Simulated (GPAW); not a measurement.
Runs of GPAW 26.7.0 on GaSb. Symmetry: F-43m, No. 216, cubic system. The conventional cell has a = 6.118 Å, b = 6.118 Å, c = 6.118 Å, α = 90.00°, β = 90.00°, γ = 90.00°. Around Sb (site symmetry -43m) lie 4 Ga at 2.65 Å. Around Ga (site symmetry -43m) lie 4 Sb at 2.65 Å. 

```csv
task,level,k mesh,maxiter,exx fractions,exx fraction,response ecut,response k mesh,mesh quality,gap on the mesh (eV)
one-shot levels on a semilocal density,r2SCAN,5 × 5 × 5,150,"r2SCAN0 0.25, r2SCANh 0.1, r2SCAN50 0.5",-,-,-,coarse,0.51
hybrid scf,r2SCAN50+D4,3 × 3 × 3,40,-,0.5,-,-,coarse,3.24
hybrid scf,r2SCANh+D4,3 × 3 × 3,40,-,0.1,-,-,coarse,(a)
dielectric tensor,PBE,6 × 6 × 6,150,-,-,80 eV,19 × 19 × 19,not flagged,0.09
```

Alike in all rows: potentials or basis GPAW PAW data sets (gpaw-data 1.2.1), pw; no spin polarisation; cell as given; cutoff (eV) 400; smearing fermi-dirac 0.001 eV.

Question: Estimate the missing entries.

Answer: (a) 1.03.

Caveats: some runs use coarse meshes; spin-orbit coupling is left out, which moves the levels of the heavy elements; an odd mesh through Γ misses points on the zone boundary, where band edges often lie; exact exchange converges slowly with the k mesh, and this mesh is small (some runs); the scaled meta-GGA exchange is a class typed in the script (some runs); energy and the plain gap are those of the semilocal run (some runs); the hybrids' values are one shot on its orbitals and mesh (some runs).

A k mesh can miss the band edges, and the runs leave out spin-orbit coupling on Ga, Sb.
